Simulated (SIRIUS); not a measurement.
The system is CsBr.

```
Cs Br
1.0
     4.32562    0.00000    0.00000
     0.00000    4.32562    0.00000
     0.00000    0.00000    4.32562
Cs Br
1 1
Direct
  0.00000 0.00000 0.00000
  0.50000 0.50000 0.50000
```

The cell comes from a database or a generator and needn't be the stable form of this composition.

```yaml
Program: SIRIUS 7.12.0
Task: single point
Functional: PBEsol
Potentials_or_basis: all-electron FP-LAPW
Cutoff: 170 eV
Basis: apw+lo standard
k_mesh: 6 × 6 × 6
Occupations: fermi-dirac, width 0.05 eV
Spin: no spin polarisation
```

On this cell: largest force zero by symmetry; band gap on the k mesh 4.24 eV, indirect (least direct gap 4.24 eV).

The same run follows on a disturbed copy (atoms moved at random):

```
CELL_PARAMETERS angstrom
4.32562 0.00000 0.00000
0.00000 4.32562 0.00000
0.00000 0.00000 4.32562
ATOMIC_POSITIONS crystal
Cs 0.01354 0.99725 0.00118
Br 0.50733 0.49979 0.49719
```

Q: What does the disturbed cell give?

A: The energy moves by +0.2 meV/atom; largest force 0.020 eV/Å; band gap on the k mesh 4.24 eV, indirect (least direct gap 4.24 eV).

Forces on the atoms (eV/Å):
```
Cs  -0.016  0.006 -0.010
Br   0.016 -0.006  0.010
```

Caveats: spin-orbit coupling is left out, which moves the levels of the heavy elements.

